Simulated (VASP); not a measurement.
# A VASP 6.6.1 single-point calculation on MgS

INCAR

```
ISIF = 2
ISMEAR = -5
IBRION = -1
LWAVE = .FALSE.
LCHARG = .FALSE.
SIGMA = 0.3
NBANDS = 44
LREAL = .FALSE.
LASPH = .TRUE.
NELM = 120
EDIFF = 1E-7
METAGGA = R2SCAN
PREC = Accurate
NSW = 0
ALGO = Normal
ENCUT = 520
```

KPOINTS

```
KPOINTS created by Atomic Simulation Environment
0
Gamma
8 8 8
0 0 0
```

POSCAR

```
Mg S
 1.0000000000000000
     0.0000000000000000    2.8450312253000001    2.8450312253000001
     2.8450312253000001    0.0000000000000000    2.8450312253000001
     2.8450312253000001    2.8450312253000001    0.0000000000000000
 Mg  S
   1   1
Cartesian
  0.0000000000000000  0.0000000000000000  0.0000000000000000
  1.4225156126500000  1.4225156126500000  1.4225156126500000
```

The recommended PBE PAW datasets give the neutral cell 8 valence electrons.

Command

```
mpirun -np 1 vasp_std
```

OSZICAR

```
N       E                     dE             d eps       ncg     rms          rms(c)
DAV:   1     0.201964131893E+02    0.20196E+02   -0.26907E+03  2552   0.148E+02
DAV:   2    -0.159476579031E+02   -0.36144E+02   -0.33913E+02  3152   0.467E+01
DAV:   3    -0.172366541647E+02   -0.12890E+01   -0.12767E+01  3144   0.788E+00
DAV:   4    -0.172405856661E+02   -0.39315E-02   -0.39307E-02  3128   0.437E-01
DAV:   5    -0.172406013825E+02   -0.15716E-04   -0.15716E-04  3144   0.293E-02    0.417E+00
DAV:   6    -0.154237438128E+02    0.18169E+01   -0.55020E-01  2872   0.139E+00    0.426E+00
DAV:   7    -0.154349397045E+02   -0.11196E-01   -0.13780E-01  3160   0.651E-01    0.249E+00
DAV:   8    -0.154468943381E+02   -0.11955E-01   -0.51157E-03  3176   0.184E-01    0.360E-01
DAV:   9    -0.154476304206E+02   -0.73608E-03   -0.52171E-04  3272   0.495E-02    0.184E-01
DAV:  10    -0.154477122006E+02   -0.81780E-04   -0.54434E-05  3136   0.184E-02    0.353E-02
DAV:  11    -0.154477104480E+02    0.17527E-05   -0.93692E-07  3280   0.208E-03    0.435E-03
DAV:  12    -0.154477104974E+02   -0.49440E-07   -0.17672E-07  3152   0.107E-03
   1 F= -.15447710E+02 E0= -.15447710E+02  d E =0.000000E+00
```

From OUTCAR

```
k-points           NKPTS =     29   k-points in BZ     NKDIM =     29   number of bands    NBANDS=     44

   NELECT =       8.0000    total number of electrons

   dimension x,y,z NGX =    30 NGY =   30 NGZ =   30
   dimension x,y,z NGXF=    60 NGYF=   60 NGZF=   60

  energy-cutoff  :      520.00
  volume of cell :       46.06
      direct lattice vectors                 reciprocal lattice vectors
     0.000000000  2.845031225  2.845031225    -0.175744996  0.175744996  0.175744996
     2.845031225  0.000000000  2.845031225     0.175744996 -0.175744996  0.175744996
     2.845031225  2.845031225  0.000000000     0.175744996  0.175744996 -0.175744996

 k-points in reciprocal lattice and weights: KPOINTS created by Atomic Simulation Env
   0.00000000  0.00000000  0.00000000       0.002
   0.12500000  0.00000000  0.00000000       0.016
   0.25000000  0.00000000  0.00000000       0.016
   0.37500000  0.00000000  0.00000000       0.016
   0.50000000  0.00000000  0.00000000       0.008
   0.12500000  0.12500000  0.00000000       0.012
   0.25000000  0.12500000  0.00000000       0.047
   0.37500000  0.12500000  0.00000000       0.047
   ...

 E-fermi :   0.8049

 k-point     1 :       0.0000    0.0000    0.0000
  band No.  band energies     occupation
      1     -11.0116      2.00000
      2       0.6774      2.00000
      3       0.6774      2.00000
      4       0.6774      2.00000
      5       4.7274      0.00000
      6       9.2321      0.00000
      7       9.2321      0.00000
      8       9.2321      0.00000
      9      12.1008      0.00000
     10      12.1008      0.00000
     11      15.2515      0.00000
     12      15.3945      0.00000
     13      15.3945      0.00000
     14      15.3945      0.00000
     15      18.6973      0.00000
     16      26.5173      0.00000
     17      26.5173      0.00000
     18      26.5173      0.00000
     19      27.7104      0.00000
     20      27.7104      0.00000
     21      27.7104      0.00000
     22      28.3801      0.00000
     23      28.3801      0.00000
     24      32.8747      0.00000
     25      32.8747      0.00000
     26      32.8747      0.00000
     27      38.8148      0.00000
     28      38.8148      0.00000
     29      38.8148      0.00000
     30      38.9422      0.00000
     31      40.7073      0.00000
     32      40.7073      0.00000
     33      43.3989      0.00000
     34      43.3989      0.00000
     35      43.3989      0.00000
     36      45.0628      0.00000
     37      45.0628      0.00000
     38      46.3098      0.00000
     39      46.3098      0.00000
     40      46.3098      0.00000
     41      46.4669      0.00000
     42      47.9519      0.00000
     43      47.9520      0.00000
     44      47.9522      0.00000

 ...

  Total       -0.3299943     -0.3299943     -0.3299943      0.0000000      0.0000000      0.0000000
  in kB      -11.4795791    -11.4795791    -11.4795791      0.0000000      0.0000000      0.0000000
  external PRESSURE =     -11.4795791 kB  Pullay stress =       0.0000000 kB

 POSITION                                       TOTAL-FORCE (eV/Angst)
 -----------------------------------------------------------------------------------
      0.00000      0.00000      0.00000         0.000000     -0.000000     -0.000000
      1.42252      1.42252      1.42252        -0.000000      0.000000      0.000000
 -----------------------------------------------------------------------------------
    total drift:                               -0.000002     -0.000002     -0.000002

  FREE ENERGIE OF THE ION-ELECTRON SYSTEM (eV)
  ---------------------------------------------------
  free  energy   TOTEN  =       -15.4477104974 eV

  energy  without entropy=      -15.4477104974  energy(sigma->0) =      -15.44771050
```

It converged. Results: gap between bands v and c on the k mesh 4.05 eV; least direct gap on the k mesh 4.05 eV; pressure -1.1 GPa. Band v is the last that the valence electrons fill when counted band by band, and c is the next.

For comparison, a separate r²SCAN run of the intended cell, on usual settings and not on those above, gives a gap of 4.05 eV on its mesh and a pressure of -1.1 GPa.

The run above took about 2.9 min on one core of a shared host (Intel Xeon Platinum 8488C) and held 0.19 GiB at most.
